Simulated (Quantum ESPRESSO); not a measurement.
# BaTiO3 (P4mm) in Quantum ESPRESSO: reference runs

Reference runs on BaTiO3: the cell as given.

Everything below comes from runs of Quantum ESPRESSO 7.5. Logs are shortened: lines on timing, memory, paths and dates and some standing lists are left out, and cuts for length are marked.

### 1 The structure

It takes space group P4mm (No. 99, tetragonal). Conventional cell: a = 4.000 Å, b = 4.000 Å, c = 4.018 Å, α = 90.00°, β = 90.00°, γ = 90.00°. Ba (site symmetry 4mm) is surrounded by 12 O at 2.79 to 2.88 Å. Around Ti (site symmetry 4mm) lie 6 O at 1.89 to 2.13 Å. O (site symmetry 2mm) is surrounded by 2 Ti at 2.00 Å. O (site symmetry 4mm) is surrounded by 2 Ti at 1.89 to 2.13 Å.

### 2 Single point, PBEsol

pw.in reads:

```
&CONTROL
  calculation = 'scf'
  prefix = 'pwscf'
  outdir = './tmp'
  pseudo_dir = './pseudo'
  tprnfor = .true.
  tstress = .true.
  disk_io = 'low'
/
&SYSTEM
  ibrav = 0
  celldm(1) = 8
  nat = 5
  ntyp = 3
  ecutwfc = 45
  ecutrho = 360
  nbnd = 28
  occupations = 'smearing'
  smearing = 'fd'
  degauss = 0.00367493
/
&ELECTRONS
  conv_thr = 1d-09
  electron_maxstep = 120
  mixing_beta = 0.5
/
ATOMIC_SPECIES
Ba   137.3270 ba_pbesol_v1.uspp.F.UPF
Ti    47.8670 ti_pbesol_v1.4.uspp.F.UPF
O     15.9990 o_pbesol_v1.2.uspp.F.UPF
CELL_PARAMETERS alat
  0.9448158191598   0.0000000000000   0.0000000000000
  0.0000000000000   0.9448158191598   0.0000000000000
  0.0000000000000   0.0000000000000   0.9491149460933
ATOMIC_POSITIONS crystal
Ba     0.0000000000    0.0000000000    0.0000000000
Ti     0.5000000000    0.5000000000    0.4900000000
O      0.0000000000    0.5000000000    0.5170000000
O      0.5000000000    0.0000000000    0.5170000000
O      0.5000000000    0.5000000000    0.0190000000
K_POINTS automatic
7 7 7 0 0 0
```

pp_density.in reads:

```
&INPUTPP
  prefix = 'pwscf'
  outdir = './tmp'
  filplot = 'density.dat'
  plot_num = 0
/
&PLOT
  nfile = 1
  filepp(1) = 'density.dat'
  iflag = 3
  output_format = 6
  fileout = 'density.cube'
/
```

pp_potential.in reads:

```
&INPUTPP
  prefix = 'pwscf'
  outdir = './tmp'
  filplot = 'potential.dat'
  plot_num = 11
/
&PLOT
  nfile = 1
  filepp(1) = 'potential.dat'
  iflag = 3
  output_format = 6
  fileout = 'potential.cube'
/
```

Potentials or basis: GBRV 1.5 PBEsol.

The run is started by

```bash
$ OMP_NUM_THREADS=1 mpirun -n 2 pw.x -nk 2 -in pw.in > pw.out
$ OMP_NUM_THREADS=1 mpirun -n 1 pp.x -in pp_density.in > pp_density.out
$ OMP_NUM_THREADS=1 mpirun -n 1 pp.x -in pp_potential.in > pp_potential.out
```

pw.out:

```text
This program is part of the open-source Quantum ESPRESSO suite
     for quantum simulation of materials; please cite
         "P. Giannozzi et al., J. Phys.:Condens. Matter 21 395502 (2009);
         "P. Giannozzi et al., J. Phys.:Condens. Matter 29 465901 (2017);
         "P. Giannozzi et al., J. Chem. Phys. 152 154105 (2020);
     in publications or presentations arising from this work. More details at

     Message from routine setup:
     using ibrav=0 with symmetry is DISCOURAGED, use correct ibrav instead

     K-points division:     npool     =       2
     Subspace diagonalization in iterative solution of the eigenvalue problem:
     a serial algorithm will be used

     G-vector sticks info
     --------------------
     sticks:   dense  smooth     PW     G-vecs:    dense   smooth      PW
     Sum        1633     821    241                50061    17677    2913

     Using Slab Decomposition

     bravais-lattice index     =            0
     lattice parameter (alat)  =       8.0000  a.u.
     unit-cell volume          =     433.7935 (a.u.)^3
     number of atoms/cell      =            5
     number of atomic types    =            3
     number of electrons       =        40.00
     number of Kohn-Sham states=           28
     kinetic-energy cutoff     =      45.0000  Ry
     charge density cutoff     =     360.0000  Ry
     scf convergence threshold =      1.0E-09
     mixing beta               =       0.5000
     number of iterations used =            8  plain     mixing
     Exchange-correlation= SLA  PW   PSX  PSC
                           (   1   4  10   8   0   0   0)

     celldm(1)=   8.000000  celldm(2)=   0.000000  celldm(3)=   0.000000
     celldm(4)=   0.000000  celldm(5)=   0.000000  celldm(6)=   0.000000

     crystal axes: (cart. coord. in units of alat)
               a(1) = (   0.944816   0.000000   0.000000 )
               a(2) = (   0.000000   0.944816   0.000000 )
               a(3) = (   0.000000   0.000000   0.949115 )

     reciprocal axes: (cart. coord. in units 2 pi/alat)
               b(1) = (  1.058407  0.000000  0.000000 )
               b(2) = (  0.000000  1.058407  0.000000 )
               b(3) = (  0.000000  0.000000  1.053613 )

     PseudoPot. # 1 for Ba read from file:
     ba_pbesol_v1.uspp.F.UPF
     Pseudo is Ultrasoft + core correction, Zval = 10.0
     Generated by new atomic code, or converted to UPF format
     Using radial grid of  907 points,  7 beta functions with:
                l(1) =   0
                l(2) =   0
                l(3) =   1
                l(4) =   1
                l(5) =   2
                l(6) =   2
                l(7) =   3
     Q(r) pseudized with  6 coefficients,  rinner =    1.700   1.700   1.700
                                                       1.700   1.700   1.700
                                                       1.700

     PseudoPot. # 2 for Ti read from file:
     ti_pbesol_v1.4.uspp.F.UPF
     Pseudo is Ultrasoft + core correction, Zval = 12.0
     Generated by new atomic code, or converted to UPF format
     Using radial grid of  851 points,  6 beta functions with:
                l(1) =   0
                l(2) =   0
                l(3) =   1
                l(4) =   1
                l(5) =   2
                l(6) =   2
     Q(r) pseudized with  6 coefficients,  rinner =    1.000   1.000   1.000
                                                       1.000   1.000

     PseudoPot. # 3 for O  read from file:
     o_pbesol_v1.2.uspp.F.UPF
     Pseudo is Ultrasoft + core correction, Zval =  6.0
     Generated by new atomic code, or converted to UPF format
     Using radial grid of  737 points,  5 beta functions with:
                l(1) =   0
                l(2) =   0
                l(3) =   1
                l(4) =   1
                l(5) =   2
     Q(r) pseudized with  8 coefficients,  rinner =    0.900   0.900   0.900
                                                       0.900   0.900

     atomic species   valence    mass     pseudopotential
     Ba               10.00   137.32700     Ba( 1.00)
     Ti               12.00    47.86700     Ti( 1.00)
     O                 6.00    15.99900     O ( 1.00)

      8 Sym. Ops. (no inversion) found

   Cartesian axes

     site n.     atom                  positions (alat units)
         1        Ba     tau(   1) = (   0.0000000   0.0000000   0.0000000  )
         2        Ti     tau(   2) = (   0.4724079   0.4724079   0.4650663  )
         3        O      tau(   3) = (   0.0000000   0.4724079   0.4906924  )
         4        O      tau(   4) = (   0.4724079   0.0000000   0.4906924  )
         5        O      tau(   5) = (   0.4724079   0.4724079   0.0180332  )

     number of k points=    40  Fermi-Dirac smearing, width (Ry)=  0.0037
                       cart. coord. in units 2pi/alat
        k(    1) = (   0.0000000   0.0000000   0.0000000), wk =   0.0058309
        k(    2) = (   0.0000000   0.0000000   0.1505162), wk =   0.0116618
        k(    3) = (   0.0000000   0.0000000   0.3010323), wk =   0.0116618
        k(    4) = (   0.0000000   0.0000000   0.4515485), wk =   0.0116618
        k(    5) = (   0.0000000   0.1512010   0.0000000), wk =   0.0233236
        k(    6) = (   0.0000000   0.1512010   0.1505162), wk =   0.0466472
[... 32 lines left out ...]
        k(   39) = (   0.4536031   0.4536031   0.3010323), wk =   0.0466472
        k(   40) = (   0.4536031   0.4536031   0.4515485), wk =   0.0466472

     Dense  grid:    50061 G-vectors     FFT dimensions: (  45,  45,  45)

     Smooth grid:    17677 G-vectors     FFT dimensions: (  36,  36,  36)

     Check: negative core charge=   -0.000007

     Initial potential from superposition of free atoms

     starting charge      38.9861, renormalised to      40.0000

     negative rho (up, down):  9.949E-02 0.000E+00
     Starting wfcs are   35 randomized atomic wfcs

     Self-consistent Calculation

     iteration #  1     ecut=    45.00 Ry     beta= 0.50
     Davidson diagonalization with overlap
     ethr =  1.00E-02,  avg # of iterations =  2.0

     negative rho (up, down):  9.413E-02 0.000E+00
[... 85 lines left out ...]
     iteration # 11     ecut=    45.00 Ry     beta= 0.50
     Davidson diagonalization with overlap
     ethr =  5.10E-12,  avg # of iterations =  2.0

     negative rho (up, down):  8.869E-02 0.000E+00

     End of self-consistent calculation

          k = 0.0000 0.0000 0.0000 (  2205 PWs)   bands (ev):

   -46.0265 -22.3949 -22.3642 -22.3642 -14.4165  -6.5380  -5.8714  -5.8151
     0.3890   0.3890   0.3908   7.9077   7.9186   7.9186   8.9899   8.9899
     9.0802   9.9640   9.9746   9.9746  12.0195  12.2361  12.2361  14.3009
    14.3927  15.1968  15.2635  17.4295
[... 269 lines left out ...]
   -46.0244 -22.4365 -22.4080 -22.4079 -14.1570  -5.7392  -5.6406  -5.6065
    -0.2847  -0.2749  -0.1599   5.8337   6.4864   6.5099   7.6338   7.8139
     7.8315  10.0215  10.0509  10.1462  14.3479  14.3569  14.3663  16.9388
    17.1548  17.2796  17.8529  18.0431

     the Fermi energy is    11.1388 ev

!    total energy              =    -286.73740618 Ry
     estimated scf accuracy    <          1.7E-10 Ry
     smearing contrib. (-TS)   =      -0.00000000 Ry
     internal energy E=F+TS    =    -286.73740618 Ry

     The total energy is F=E-TS. E is the sum of the following terms:
     one-electron contribution =     -72.31929966 Ry
     hartree contribution      =      59.85564045 Ry
     xc contribution           =     -67.27378652 Ry
     ewald contribution        =    -206.99996045 Ry

     convergence has been achieved in  11 iterations

     negative rho (up, down):  8.869E-02 0.000E+00

     Forces acting on atoms (cartesian axes, Ry/au):

     atom    1 type  1   force =     0.00000000    0.00000000    0.00174774
     atom    2 type  2   force =     0.00000000    0.00000000   -0.00630348
     atom    3 type  3   force =     0.00000000    0.00000000   -0.00443813
     atom    4 type  3   force =     0.00000000    0.00000000   -0.00443813
     atom    5 type  3   force =     0.00000000    0.00000000    0.01343200

     Total force =     0.016205     Total SCF correction =     0.000009

     Computing stress (Cartesian axis) and pressure

     negative rho (up, down):  8.869E-02 0.000E+00
          total   stress  (Ry/bohr**3)                   (kbar)     P=      -28.21
  -0.00021214   0.00000000   0.00000000          -31.21        0.00        0.00
   0.00000000  -0.00021214   0.00000000            0.00      -31.21        0.00
   0.00000000   0.00000000  -0.00015101            0.00        0.00      -22.21

=------------------------------------------------------------------------------=
   JOB DONE.
=------------------------------------------------------------------------------=
```

pp_density.out:

```text
This program is part of the open-source Quantum ESPRESSO suite
     for quantum simulation of materials; please cite
         "P. Giannozzi et al., J. Phys.:Condens. Matter 21 395502 (2009);
         "P. Giannozzi et al., J. Phys.:Condens. Matter 29 465901 (2017);
         "P. Giannozzi et al., J. Chem. Phys. 152 154105 (2020);
     in publications or presentations arising from this work. More details at

     IMPORTANT: XC functional enforced from input :
     Exchange-correlation= PBESOL
                           (   1   4  10   8   0   0   0)
     Any further DFT definition will be discarded
     Please, verify this is what you really want

     G-vector sticks info
     --------------------
     sticks:   dense  smooth     PW     G-vecs:    dense   smooth      PW
     Sum        1633     821    241                50061    17677    2913

     Using Slab Decomposition

     Check: negative core charge=   -0.000007

     negative rho (up, down):  8.869E-02 0.000E+00

     Calling punch_plot, plot_num =   0
     Writing data to file  density.dat
     Reading data from file  density.dat

     Writing data to be plotted to file density.cube
     Plot Type: 3D                     Output format: Gaussian cube

=------------------------------------------------------------------------------=
   JOB DONE.
=------------------------------------------------------------------------------=
```

pp_potential.out:

```text
This program is part of the open-source Quantum ESPRESSO suite
     for quantum simulation of materials; please cite
         "P. Giannozzi et al., J. Phys.:Condens. Matter 21 395502 (2009);
         "P. Giannozzi et al., J. Phys.:Condens. Matter 29 465901 (2017);
         "P. Giannozzi et al., J. Chem. Phys. 152 154105 (2020);
     in publications or presentations arising from this work. More details at

     IMPORTANT: XC functional enforced from input :
     Exchange-correlation= PBESOL
                           (   1   4  10   8   0   0   0)
     Any further DFT definition will be discarded
     Please, verify this is what you really want

     G-vector sticks info
     --------------------
     sticks:   dense  smooth     PW     G-vecs:    dense   smooth      PW
     Sum        1633     821    241                50061    17677    2913

     Using Slab Decomposition

     Check: negative core charge=   -0.000007

     negative rho (up, down):  8.869E-02 0.000E+00

     Calling punch_plot, plot_num =  11
     Writing data to file  potential.dat
     Reading data from file  potential.dat

     Writing data to be plotted to file potential.cube
     Plot Type: 3D                     Output format: Gaussian cube

=------------------------------------------------------------------------------=
   JOB DONE.
=------------------------------------------------------------------------------=
```

Wall time 31 s (2 MPI ranks of AMD EPYC 7R43 (Zen 3), shared host); peak memory 0.48 GiB.

Results:

```yaml
Free_energy: -3901.2612 eV
Pressure: -2.8 GPa
Largest_force: 0.345 eV/Å
Band_gap_on_the_k_mesh: 1.87 eV, indirect (least direct gap 2.04 eV)
```

Forces in eV/Å, atoms in the order of the input:
```
Ba   0.000  0.000  0.045
Ti   0.000  0.000 -0.162
O    0.000  0.000 -0.114
O    0.000  0.000 -0.114
O    0.000  0.000  0.345
```

Levels at points of the mesh, in eV from the valence-band top:
```
           k point  band 16  band 17  band 18  band 19  band 20  band 21  band 22  band 23  band 24  band 25
(0.00, 0.00, 0.00)    -1.16    -1.07    -0.18    -0.17    -0.17     1.87     2.09     2.09     4.15     4.25
```

Caveat: spin-orbit coupling is left out, which moves the levels of the heavy elements; an odd mesh through Γ misses points on the zone boundary, where band edges often lie.
